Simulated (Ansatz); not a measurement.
## How far is PAW off for SnO?

```
CELL_PARAMETERS angstrom
3.80200 0.00000 0.00000
0.00000 3.80200 0.00000
0.00000 0.00000 4.83600
ATOMIC_POSITIONS crystal
Sn 0.00000 0.50000 0.23850
Sn 0.50000 0.00000 0.76150
O 0.00000 0.00000 0.00000
O 0.50000 0.50000 0.00000
```

Atom numbers follow the list: Sn1, Sn2, O3, O4.

Conventional cell: a = 3.802 Å, b = 3.802 Å, c = 4.836 Å, α = 90.00°, β = 90.00°, γ = 90.00°. Around Sn (atom 1) lie 4 O at 2.22 Å. Around O (atom 3) lie 4 Sn at 2.22 Å.

The cell is COD entry 9008956, as deposited and not checked against the literature; nothing was relaxed.

Spin–orbit coupling is left out, though it moves levels of the heavy atoms by tenths of an eV or more.

All numbers are computed: DFT, PBE, PAW with Ansatz's default frozen-core files, scalar-relativistic (Ansatz 0.2.0); DFT, PBE, all-electron LAPW, scalar-relativistic (Ansatz 0.2.0).

For PAW: a Γ-centred 8×8×6 k mesh, Fermi–Dirac smearing of 0.01 eV, cutoff 420 eV, no spin polarisation. LAPW targets a basis error of 1 meV/atom. The Ansatz runs share mesh, smearing and spin set-up. Plane-wave (PAW) pressures include the program's estimate of the Pulay term.

Stress and pressure are positive in compression.

Levels count from the Fermi level.

PAW results:

| quantity | PAW |
| --- | --- |
| pressure (GPa) | 4.20 |
| stress xx (GPa) | 4.61 |
| stress zz (GPa) | 3.37 |
| force on Sn1, z (eV/Å) | 0.350 |
| highest filled level at Γ (eV) | -0.005 |
| lowest empty level at Γ (eV) | 2.121 |
| highest filled level at A (eV) | -2.557 |
| lowest empty level at A (eV) | 2.275 |
| highest filled level at X (eV) | -2.787 |
| lowest empty level at X (eV) | 3.171 |

Task: What does all-electron LAPW give for the same quantities?

Result: 
```
                      quantity    LAPW
                pressure (GPa)    4.17
               stress xx (GPa)    4.57
               stress zz (GPa)    3.35
        force on Sn1, z (eV/Å)   0.345
highest filled level at Γ (eV)  -0.006
  lowest empty level at Γ (eV)   2.123
highest filled level at A (eV)  -2.556
  lowest empty level at A (eV)   2.275
highest filled level at X (eV)  -2.788
  lowest empty level at X (eV)   3.172
```
